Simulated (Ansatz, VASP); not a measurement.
**MoH4 in VASP and in Ansatz**

Contents of INCAR:

```
PREC = Accurate ; ENCUT = 600
EDIFF = 1E-6 ; ISMEAR = 0
SIGMA = 0.1 ; LREAL = False
LASPH = True ; NELM = 100
ALGO = Normal ; ISIF = 3
LWAVE = False ; LCHARG = False
GGA = PE ; IBRION = 2
NSW = 100 ; EDIFFG = -0.01
```

File KPOINTS:

```
regular mesh
0
Gamma
  12 12 12
```

The input POSCAR:

```
MoH4
1.0
   -2.0912558962      2.0912558962      2.0912558962
    2.0912558962     -2.0912558962      2.0912558962
    2.0912558962      2.0912558962     -2.0912558962
H Mo
4 1
Direct
    0.0000000000      0.0000000000      0.5000000000
    0.5000000000      0.0000000000      0.0000000000
    0.0000000000      0.5000000000      0.0000000000
    0.5000000000      0.5000000000      0.5000000000
    0.0000000000      0.0000000000      0.0000000000
```

Input for Ansatz:

```yaml
crystal:
  lattice:
    - [-2.0912558962, 2.0912558962, 2.0912558962]
    - [2.0912558962, -2.0912558962, 2.0912558962]
    - [2.0912558962, 2.0912558962, -2.0912558962]
  atoms:
    - { symbol: H, position: [0.0, 0.0, 0.5] }
    - { symbol: H, position: [0.5, 0.0, 0.0] }
    - { symbol: H, position: [0.0, 0.5, 0.0] }
    - { symbol: H, position: [0.5, 0.5, 0.5] }
    - { symbol: Mo, position: [0.0, 0.0, 0.0] }
basis:
  ecutwfc: 420
kpoints:
  mp_grid: { grid: [12, 12, 12] }
hamiltonian:
  xc: pbe
scf:
  occupations: { method: gaussian, width: 0.1 }
output:
  forces: true
  stress: true
  eigenvalues: true
relax:
  adjacent_minimum: "off"
  f_tol: 0.01
  max_steps: 80
  cell: { stress_tol: 0.05 }
```

Change from the starting cell: species swapped into the H4C type (I-43m, No. 217).

Alike in both runs: task relaxation of cell and atoms; functional PBE; k mesh 12 × 12 × 12; occupations gaussian, width 0.1 eV; no spin polarisation.

|  | VASP | Ansatz |
| --- | --- | --- |
| version | VASP 6.6.1 | Ansatz 0.2.0 |
| potentials or method | VASP PAW PBE potentials, release 64 (H, Mo_sv) | scalar-relativistic, plane waves, PAW |
| plane-wave cutoff (eV) | 600 | 420 |
| valence electrons in the cell | 18 | 18 |

```csv
,VASP,Ansatz,Ansatz less VASP
"gap on the k mesh at the Fermi level, each at its own relaxed structure (eV)",none,none,-
relaxed volume (Å³/atom),7.32,7.32,0.000
relaxed cell length with the largest relative difference (Å),3.622,3.622,0.0000
```

A gap of «none» marks a metal or a gap that the smearing closes.

Caveats: the relaxation stopped at its first step, so nothing moved.
